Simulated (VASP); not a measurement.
# Mg (P6_3/mmc) in VASP: a series of runs

One crystal, Mg, is run at these levels: PBEsol; tasks: single point, relaxation of cell and atoms.

Everything below comes from runs of VASP 6.6.1. Logs are shortened: lines on timing, memory, paths and dates and some standing lists are left out, and cuts for length are marked.

## 1. The crystal as given

It takes space group P6_3/mmc (No. 194, hexagonal). The conventional cell has a = 3.178 Å, b = 3.178 Å, c = 5.159 Å, α = 90.00°, β = 90.00°, γ = 120.00°. Mg (site symmetry -6m2) is surrounded by 12 Mg at 3.17 to 3.18 Å.

## 2. Single point, PBEsol

Contents of INCAR:

```
ALGO = Normal
EDIFF = 1E-6
ENCUT = 520
GGA = PS
ISIF = 2
ISMEAR = -1
LASPH = T
LCHARG = F
LREAL = F
LWAVE = F
NBANDS = 9
NELM = 100
PREC = Accurate
SIGMA = 0.1
```

Contents of KPOINTS:

```
k-points
0
Gamma
  6 6 4
```

Contents of POSCAR:

```
Mg
1.0
    3.1777163264      0.0000000000      0.0000000000
   -1.5888581632      2.7519830647      0.0000000000
    0.0000000000      0.0000000000      5.1590241965
Mg
2
Direct
    0.3333333333      0.6666666667      0.2500000000
    0.6666666667      0.3333333333      0.7500000000
```

Potentials or basis: VASP PAW PBE potentials, release 64 (Mg).

Run with:

```bash
$ cat potpaw_PBE.64/Mg/POTCAR > POTCAR
$ mpirun -np 1 vasp_std > vasp.out
```

OUTCAR:

```text
EDIFF = 1E-6
   ENCUT = 520
   GGA = PS
   ISIF = 2
   ISMEAR = -1
   LASPH = T
   LREAL = F
   NELM = 100
   PREC = Accurate

 ion  position               nearest neighbor table
   1  0.333  0.667  0.250-   2 3.17   2 3.17   2 3.17   2 3.17   2 3.17   2 3.17
   2  0.667  0.333  0.750-   1 3.17   1 3.17   1 3.17   1 3.17   1 3.17   1 3.17

  LATTYP: Found a hexagonal cell.
 ALAT       =     3.1777163264
 C/A-ratio  =     1.6235005477

  Lattice vectors:

 A1 = (   3.1777163264,   0.0000000000,   0.0000000000)
 A2 = (  -1.5888581632,   2.7519830647,   0.0000000000)
 A3 = (   0.0000000000,   0.0000000000,   5.1590241965)

Analysis of symmetry for initial positions (statically):
=====================================================================
 Subroutine PRICEL returns:
 Original cell was already a primitive cell.

 Routine SETGRP: Setting up the symmetry group for a
 hexagonal supercell.

 Subroutine GETGRP returns: Found 24 space group operations
 (whereof 12 operations were pure point group operations)
 out of a pool of 24 trial point group operations.

The static configuration has the point symmetry D_3d.
 The point group associated with its full space group is D_6h.

Analysis of symmetry for dynamics (positions and initial velocities):
=====================================================================
 Subroutine PRICEL returns:
 Original cell was already a primitive cell.

 Routine SETGRP: Setting up the symmetry group for a
 hexagonal supercell.

 Subroutine GETGRP returns: Found 24 space group operations
 (whereof 12 operations were pure point group operations)
 out of a pool of 24 trial point group operations.

The dynamic configuration has the point symmetry D_3d.
 The point group associated with its full space group is D_6h.

 Subroutine INISYM returns: Found 24 space group operations
 (whereof 12 operations are pure point group operations),
 and found     1 'primitive' translations

----------------------------------------------------------------------------------------

                                     Primitive cell

  volume of cell :      45.1158

  direct lattice vectors                    reciprocal lattice vectors
     3.177716326  0.000000000  0.000000000     0.314691400  0.181687165  0.000000000
    -1.588858163  2.751983065  0.000000000     0.000000000  0.363374329  0.000000000
     0.000000000  0.000000000  5.159024196     0.000000000  0.000000000  0.193835106

  length of vectors
     3.177716326  3.177716326  5.159024196     0.363374329  0.363374329  0.193835106

  position of ions in fractional coordinates (direct lattice)
     0.333333333  0.666666667  0.250000000
     0.666666667  0.333333333  0.750000000

  ion indices of the primitive-cell ions
   primitive index   ion index
                 1           1
                 2           2

----------------------------------------------------------------------------------------

 KPOINTS: k-points

Automatic generation of k-mesh.
 Grid dimensions read from file:
 generate k-points for:    6    6    4

 Generating k-lattice:

  Cartesian coordinates                     Fractional coordinates (reciprocal lattice)
     0.052448567  0.030281194  0.000000000     0.166666667 -0.000000000  0.000000000
     0.000000000  0.060562388  0.000000000     0.000000000  0.166666667  0.000000000
     0.000000000  0.000000000  0.048458776     0.000000000  0.000000000  0.250000000

  Length of vectors
     0.060562388  0.060562388  0.048458776

  Shift w.r.t. Gamma in fractional coordinates (k-lattice)
     0.000000000  0.000000000  0.000000000

 Subroutine IBZKPT returns following result:
 ===========================================

 Found     21 irreducible k-points:

 Following reciprocal coordinates:
            Coordinates               Weight
  0.000000  0.000000  0.000000      1.000000
  0.166667  0.000000  0.000000      6.000000
  0.333333 -0.000000  0.000000      6.000000
  0.500000 -0.000000  0.000000      3.000000
  0.166667  0.166667  0.000000      6.000000
  0.333333  0.166667  0.000000     12.000000
[... 13 lines left out ...]
  0.333333  0.166667  0.500000     12.000000
  0.333333  0.333333  0.500000      2.000000
   k-points           NKPTS =     21   k-points in BZ     NKDIM =     21   number of bands    NBANDS=      9
   number of dos      NEDOS =    301   number of ions     NIONS =      2
   total plane-waves  NPLWV =  23040
   dimension x,y,z NGX =    24 NGY =   24 NGZ =   40
   dimension x,y,z NGXF=    48 NGYF=   48 NGZF=   80
   ions per type =               2
   NGX,Y,Z   is equivalent  to a cutoff of  12.56, 12.56, 12.89 a.u.
   NGXF,Y,Z  is equivalent  to a cutoff of  25.11, 25.11, 25.78 a.u.
 SYSTEM =  unknown system
   PREC   = accura    normal or accurate (medium, high low for compatibility)
   ISTART =      0    job   : 0-new  1-cont  2-samecut
   ICHARG =      2    charge: 1-file 2-atom 10-const
   ISPIN  =      1    spin polarized calculation?
   LNONCOLLINEAR =      F non collinear calculations
   LSORBIT =      F    spin-orbit coupling
   LASPH  =      T    aspherical Exc in radial PAW
   ENCUT  =  520.0 eV  38.22 Ry    6.18 a.u.   5.91  5.91  9.59*2*pi/ulx,y,z
   NELM   =    100;   NELMIN=  2; NELMDL= -5     # of ELM steps
   EDIFF  = 0.1E-05   stopping-criterion for ELM
   LREAL  =      F    real-space projection
   EDIFFG = 0.1E-04   stopping-criterion for IOM
   NSW    =      0    number of steps for IOM
   IBRION =     -1    ionic relax: 0-MD 1-quasi-New 2-CG
   NFREE  =      0    steps in history (QN), initial steepest desc. (CG)
   ISIF   =      2    stress and relaxation
   ISYM   =      2    0-nonsym 1-usesym 2-fastsym
   POTIM  = 0.5000    time-step for ionic-motion
   TEBEG  =    0.0;   TEEND  =   0.0 temperature during run
   PSTRESS=    0.0 pullay stress
   NELECT =       4.0000    total number of electrons
   NUPDOWN=      -1.0000    fix difference up-down
   EMIN   =  10.00;   EMAX   =-10.00  energy-range for DOS
   EFERMI =   0.00;   METHOD = LEGACY
   ISMEAR =    -1;   SIGMA  =   0.10  broadening in eV -4-tet -1-fermi 0-gaus
   EFERMI_NEDOS =   21; number of points for ismear=-14 and -15
   IALGO  =     38    algorithm
   IMIX   =      4    mixing-type and parameters
     AMIX     =   0.40;   BMIX     =  1.00
     AMIX_MAG =   1.60;   BMIX_MAG =  1.00
  volume/ion in A,a.u.               =      22.56       152.23
  Fermi-wavevector in a.u.,A,eV,Ry     =   0.729993  1.379487  7.250405  0.532890
  Thomas-Fermi vector in A             =   1.821853
   LORBIT       =      0    0 simple, 1 ext, 2 COOP (PROOUT), +10 PAW based schemes
   GGA     = PS    functional components
   LHFCALC =     F    Hartree Fock is set to
   AEXX    =    0.0000 exact exchange contribution
   IVDW    =     0    specifies the selected vdW correction
   LEPSILON=     F    determine dielectric tensor
   LRPA    =     F    only Hartree local field effects (RPA)
 non-spin polarized calculation
  energy-cutoff  :      520.00
  volume of cell :       45.12
 maximum number of plane-waves:      1236
 NGX is ok and might be reduce to    24
   NGX = 11   NGY = 11   NGZ = 19

 number of electron       4.0000000 magnetization

 Free energy of the ion-electron system (eV)
  ---------------------------------------------------
  ext. energy  EPLUGINS =         0.00000000
  ---------------------------------------------------
  free energy    TOTEN  =        -3.40080840 eV

  energy without entropy =       -3.36620985  energy(sigma->0) =       -3.38350912

 E-fermi :   2.5874     XC(G=0):  -8.5888

 val. band max:        2.5509053893   @ k =   0.3333   0.1667   0.0000
 cond. band min:       2.8811144679   @ k =   0.3333   0.3333   0.5000
 fundamental gap:      0.3302090786
 Fermi energy:         2.5873583724

 k-point     1 :       0.0000    0.0000    0.0000
  band No.  band energies     occupation
      1      -4.3213      2.00000
      2       0.9691      2.00000
      3       1.4467      1.99998
      4      13.7105      0.00000
      5      13.7105      0.00000
      6      13.8641      0.00000
      7      13.8641      0.00000
      8      14.6031      0.00000
      9      16.2830      0.00000

 k-point     2 :       0.1667    0.0000    0.0000
  band No.  band energies     occupation
      1      -3.7694      2.00000
      2       1.4736      1.99997
      3       1.9778      1.99550
      4       8.8867      0.00000
      5      11.4838      0.00000
      6      12.0897      0.00000
      7      13.6417      0.00000
      8      14.6088      0.00000
      9      16.1126      0.00000

 k-point     3 :       0.3333   -0.0000    0.0000
  band No.  band energies     occupation
      1      -2.1331      2.00000
      2       2.9903      0.03496
      3       3.2713      0.00214
      4       4.6179      0.00000
      5       9.1076      0.00000
      6       9.2800      0.00000
      7      10.1032      0.00000
      8      11.9136      0.00000
      9      14.5182      0.00000

 k-point     4 :       0.5000   -0.0000    0.0000
  band No.  band energies     occupation
      1       0.5083      2.00000
      2       0.5408      2.00000
      3       5.3677      0.00000
      4       5.7054      0.00000
      5       6.0092      0.00000
      6       6.4268      0.00000
      7       9.6446      0.00000
      8      11.0985      0.00000
      9      13.9892      0.00000
[... 169 lines left out ...]
 k-point    19 :       0.1667    0.1667    0.5000
  band No.  band energies     occupation
      1      -1.2930      2.00000
      2      -1.2930      2.00000
      3       7.6593      0.00000
      4       7.6593      0.00000
      5       8.1129      0.00000
      6       8.1129      0.00000
      7      10.0644      0.00000
      8      10.0644      0.00000
      9      16.9807      0.00000

 k-point    20 :       0.3333    0.1667    0.5000
  band No.  band energies     occupation
      1       0.8102      2.00000
      2       0.8102      2.00000
      3       3.9886      0.00000
      4       3.9886      0.00000
      5       7.1433      0.00000
      6       7.1433      0.00000
      7      11.6194      0.00000
      8      11.6194      0.00000
      9      14.3726      0.00000

 k-point    21 :       0.3333    0.3333    0.5000
  band No.  band energies     occupation
      1       2.8811      0.10066
      2       2.8811      0.10066
      3       3.3424      0.00105
      4       3.3424      0.00105
      5       4.2843      0.00000
      6       4.2843      0.00000
      7      13.7312      0.00000
      8      13.7312      0.00000
      9      13.8875      0.00000

------------------------ aborting loop because EDIFF is reached ----------------------------------------

  FORCE on cell =-STRESS in cart. coord.  units (eV):
  Direction    XX          YY          ZZ          XY          YZ          ZX
  --------------------------------------------------------------------------------------
  -------------------------------------------------------------------------------------
  Total       -0.0008897     -0.0008897     -0.0300558      0.0000000     -0.0000000      0.0000000
  in kB       -0.0315963     -0.0315963     -1.0673577      0.0000000     -0.0000000      0.0000000
  external PRESSURE =      -0.3768501 kB  Pullay stress =       0.0000000 kB

 VOLUME and BASIS-vectors are now :
 -----------------------------------------------------------------------------
  energy-cutoff  :      520.00
  volume of cell :       45.12
      direct lattice vectors                 reciprocal lattice vectors
     3.177716326  0.000000000  0.000000000     0.314691400  0.181687165  0.000000000
    -1.588858163  2.751983065  0.000000000     0.000000000  0.363374329  0.000000000
     0.000000000  0.000000000  5.159024196     0.000000000  0.000000000  0.193835106

 POSITION                                       TOTAL-FORCE (eV/Angst)
 -----------------------------------------------------------------------------------
     -0.00000      1.83466      1.28976         0.000000      0.000000      0.000000
      1.58886      0.91733      3.86927        -0.000000     -0.000000      0.000000
 -----------------------------------------------------------------------------------
    total drift:                               -0.000000      0.000000     -0.000000

  FREE ENERGIE OF THE ION-ELECTRON SYSTEM (eV)
  ---------------------------------------------------
  free  energy   TOTEN  =        -3.4008083985 eV

  energy  without entropy=       -3.3662098456  energy(sigma->0) =       -3.38350912
```

It took 5.3 s on 1 thread of Intel Xeon Platinum 8488C (Sapphire Rapids), shared host; peak memory 0.15 GiB.

What came out:

```
Free energy            : -3.4008 eV
Pressure               : 0.0 GPa
Band gap on the k mesh : none (metal or under the smearing width)
```

Caveat: the k mesh is coarse (spacing up to 0.38 Å⁻¹), so the values aren't converged; the PAW data sets were made with another functional, which shifts forces and pressure a little.

## 3. Relaxation of cell and atoms, PBEsol

This run uses another cell than the first one, of 23.24 Å³/atom, 1.030 times its volume.

Contents of INCAR:

```
SYSTEM = Mg
  ALGO = Fast
  EDIFF = 1E-6
  EDIFFG = -0.01
  ENCUT = 600
  GGA = PS
  IBRION = 2
  ISIF = 8
  ISMEAR = -1
  LASPH = .TRUE.
  LCHARG = .FALSE.
  LREAL = .FALSE.
  LWAVE = .FALSE.
  NELM = 100
  NSW = 80
  PREC = Accurate
  SIGMA = 0.1
```

Contents of KPOINTS:

```
k-points
0
G
  6 6 4
  0 0 0
```

Contents of POSCAR:

```
Mg
1.0
    3.2093000000      0.0000000000      0.0000000000
   -1.6046500000      2.7793350000      0.0000000000
    0.0000000000      0.0000000000      5.2103000000
Mg
2
Direct
    0.3333333333      0.6666666667      0.2500000000
    0.6666666667      0.3333333333      0.7500000000
```

Potentials or basis: VASP PAW PBE potentials, release 64 (Mg).

Run with:

```bash
$ cat potpaw_PBE.64/Mg/POTCAR > POTCAR
$ mpirun -np 1 vasp_std > vasp.out
```

OUTCAR:

```text
SYSTEM = Mg
   EDIFF = 1E-6
   EDIFFG = -0.01
   ENCUT = 600
   GGA = PS
   IBRION = 2
   ISIF = 8
   ISMEAR = -1
   LASPH = .TRUE.
   LREAL = .FALSE.
   NELM = 100
   NSW = 80
   PREC = Accurate

 ion  position               nearest neighbor table
   1  0.333  0.667  0.250-   2 3.20   2 3.20   2 3.20   2 3.20   2 3.20   2 3.20
   2  0.667  0.333  0.750-   1 3.20   1 3.20   1 3.20   1 3.20   1 3.20   1 3.20

  LATTYP: Found a hexagonal cell.
 ALAT       =     3.2093000000
 C/A-ratio  =     1.6235004518

  Lattice vectors:

 A1 = (   3.2093000000,   0.0000000000,   0.0000000000)
 A2 = (  -1.6046500000,   2.7793350000,   0.0000000000)
 A3 = (   0.0000000000,   0.0000000000,   5.2103000000)

Analysis of symmetry for initial positions (statically):
=====================================================================
 Subroutine PRICEL returns:
 Original cell was already a primitive cell.

 Routine SETGRP: Setting up the symmetry group for a
 hexagonal supercell.

 Subroutine GETGRP returns: Found 24 space group operations
 (whereof 12 operations were pure point group operations)
[... 152 lines left out ...]
   NGX = 13   NGY = 13   NGZ = 21

--------------------------------------- Ionic step        1  -------------------------------------------

 number of electron       4.0000000 magnetization

 Free energy of the ion-electron system (eV)
  ---------------------------------------------------
  ext. energy  EPLUGINS =         0.00000000
  ---------------------------------------------------
  free energy    TOTEN  =        -3.39606361 eV

  energy without entropy =       -3.36075300  energy(sigma->0) =       -3.37840830

------------------------ aborting loop because EDIFF is reached ----------------------------------------

  FORCE on cell =-STRESS in cart. coord.  units (eV):
  Direction    XX          YY          ZZ          XY          YZ          ZX
  --------------------------------------------------------------------------------------
  -------------------------------------------------------------------------------------
  Total       -0.3047465     -0.3047464     -0.3481301      0.0000000      0.0000000      0.0000000
  in kB      -10.5059511    -10.5059486    -12.0015739      0.0000000      0.0000000      0.0000000
  external PRESSURE =     -11.0044912 kB  Pullay stress =       0.0000000 kB
[... 59 lines left out ...]
--------------------------------------- Ionic step        3  -------------------------------------------

 number of electron       4.0000000 magnetization

 Free energy of the ion-electron system (eV)
  ---------------------------------------------------
  ext. energy  EPLUGINS =         0.00000000
  ---------------------------------------------------
  free energy    TOTEN  =        -3.40102183 eV

  energy without entropy =       -3.36644288  energy(sigma->0) =       -3.38373236

 E-fermi :   2.5916     XC(G=0):  -8.5917

 val. band max:        2.5552603563   @ k =   0.3333   0.1667   0.0000
 cond. band min:       2.8854766778   @ k =   0.3333   0.3333   0.5000
 fundamental gap:      0.3302163214
 Fermi energy:         2.5916069798

 k-point     1 :       0.0000    0.0000    0.0000
  band No.  band energies     occupation
      1      -4.3206      2.00000
      2       0.9722      2.00000
      3       1.4514      1.99998
      4      13.7202      0.00000
      5      13.7205      0.00000
      6      13.8757      0.00000
[... 207 lines left out ...]
  FREE ENERGIE OF THE ION-ELECTRON SYSTEM (eV)
  ---------------------------------------------------
  free  energy   TOTEN  =        -3.4010218278 eV

  energy  without entropy=       -3.3664428840  energy(sigma->0) =       -3.38373236

 reached required accuracy - stopping structural energy minimisation
```

Wall time 14 s (1 thread of Intel Xeon Platinum 8488C (Sapphire Rapids), shared host); peak memory 0.18 GiB.

What came out:

| Quantity | Value |
| --- | --- |
| Free energy | -3.4010 eV |
| Relaxed volume | 22.54 Å³/atom |
| Relaxed cell | a = 3.177 Å, b = 3.177 Å, c = 5.157 Å, α = 90.00°, β = 90.00°, γ = 120.00° |
| Space group after relaxing (to 0.05 Å) | P6_3/mmc (No. 194) |
| Energy gained by relaxing | 2.5 meV/atom |
| Ionic steps | 3 |
| Pressure after relaxing | 0.0 GPa |
| Band gap on the k mesh | none (metal or under the smearing width) |

The path:
| step | energy change (eV) | largest force (eV/Å) | pressure (GPa) | volume (Å³) |
| --- | --- | --- | --- | --- |
| 1 | 0.0000 | 0.0000 | -1.10 | 46.47 |
| 2 | -0.0047 | 0.0000 | -0.28 | 45.41 |
| 3 | -0.0050 | 0.0000 | 0.00 | 45.08 |

Final structure:
```xyz
2
Lattice="3.1768 0.0000 0.0000 -1.5884 2.7512 0.0000 0.0000 0.0000 5.1575" Properties=species:S:1:pos:R:3 pbc="T T T"
Mg    0.0000    1.8341    1.2894
Mg    1.5884    0.9171    3.8681
```

Levels at points of the mesh, in eV from the Fermi level:
```
           k point  band 1  band 2  band 3  band 4  band 5  band 6
(0.00, 0.00, 0.00)   -6.91   -1.62   -1.14   11.13   11.13   11.28
(0.50, 0.00, 0.00)   -2.08   -2.05    2.78    3.12    3.42    3.84
(0.00, 0.00, 0.50)   -5.50   -5.50    5.18    5.18   11.88   11.88
(0.50, 0.00, 0.50)   -1.02   -1.02   -0.34   -0.34    8.19    8.19
```

Caveat: the k mesh is coarse (spacing up to 0.38 Å⁻¹), so the values aren't converged; the PAW data sets were made with another functional, which shifts forces and pressure a little.
